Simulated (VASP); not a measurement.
Runs of VASP 6.6.1 on Al. All rows change the cell; the cell of one of them follows. It takes space group P6_3/mmc (No. 194, hexagonal). The conventional cell has a = 2.672 Å, b = 2.672 Å, c = 4.745 Å, α = 90.00°, β = 90.00°, γ = 120.00°. Around Al (site symmetry -6m2) lie 12 Al at 2.67 to 2.83 Å. This isn't the form of Al at room conditions, which is fcc.

```csv
cell,gap on the mesh (eV),pressure (GPa)
"strain -0.050 along x and y, -0.025 along z, atoms carried along",none,(a)
"strain -0.050 along x and y, +0.025 along z, atoms carried along",none,7.3
"strain +0.050 along x and y, -0.050 along z, atoms carried along",none,-4.4
"strain +0.000 along x and y, -0.050 along z, atoms carried along",none,2.6
```

Alike in all rows: task single point; level PBEsol; potentials or basis VASP PAW PBE potentials, release 64 (Al); no spin polarisation; k mesh 21 × 21 × 10; cutoff (eV) 520; smearing gaussian 0.15 eV.

Estimate the missing entries.

(a) 11.7.

Caveats: the PAW data sets were made with another functional, which shifts forces and pressure a little.

A gap of «none» marks a metal or a gap under the smearing width.
